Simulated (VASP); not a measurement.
Wanted: the native input for a VASP 6.6.1 run.

```
Task                   : relaxation of cell and atoms
Functional             : PBE
Dispersion             : D3(BJ)
Potentials or basis    : VASP PAW PBE potentials, release 64 (Zr_sv)
Cutoff                 : 600 eV
k mesh                 : 16 × 16 × 16
Occupations            : gaussian, width 0.1 eV
Spin                   : no spin polarisation
Further INCAR settings : ALGO = Normal; EDIFF = 1e-07; IBRION = 2; EDIFFG = -0.005; NSW = 90; ISIF = 3
```

The structure of Zr lies in POSCAR:

```
Zr
1.0
   -1.7908472700      1.7908472700      1.7908472700
    1.7908472700     -1.7908472700      1.7908472700
    1.7908472700      1.7908472700     -1.7908472700
Zr
1
Direct
    0.0000000000      0.0000000000      0.0000000000
```

This isn't the form of Zr at room conditions, which is hcp.

These files were run (other wordings do the same):

INCAR

```
SYSTEM = Zr
  PREC = Accurate
  ENCUT = 600
  EDIFF = 1E-7
  ISMEAR = 0
  SIGMA = 0.1
  LREAL = .False.
  LASPH = .True.
  NELM = 80
  ALGO = Normal
  ISIF = 3
  LWAVE = .False.
  LCHARG = .False.
  GGA = PE
  IVDW = 12
  IBRION = 2
  NSW = 90
  EDIFFG = -0.005
```

KPOINTS

```
Automatic mesh
0
Gamma
  16 16 16
  0 0 0
```

Potentials or basis: VASP PAW PBE potentials, release 64 (Zr_sv).

Run with:

```console
$ cat potpaw_PBE.64/Zr_sv/POTCAR > POTCAR
$ mpirun -np 1 vasp_std > vasp.out
```

Results of the run:

```yaml
Relaxed_volume: 21.82 Å³/atom
Relaxed_cell: a = 3.049 Å, b = 3.049 Å, c = 3.049 Å, α = 109.47°, β = 109.47°, γ = 109.47°
Space_group_after_relaxing_to_0.05_Å: Im-3m (No. 229)
Energy_gained_by_relaxing: 16.4 meV/atom
Ionic_steps: 3
Pressure_after_relaxing: 0.0 GPa
Band_gap_on_the_k_mesh: none (metal or under the smearing width)
Dispersion_energy_per_atom: -0.565 eV
```

Caveat: pairwise dispersion overbinds metals, which lowers pressure and volume.

Run time: 45 s on 1 thread of Intel(R) Xeon(R) 6975P-C (Granite Rapids), on a shared host, peak memory 0.2 GiB.
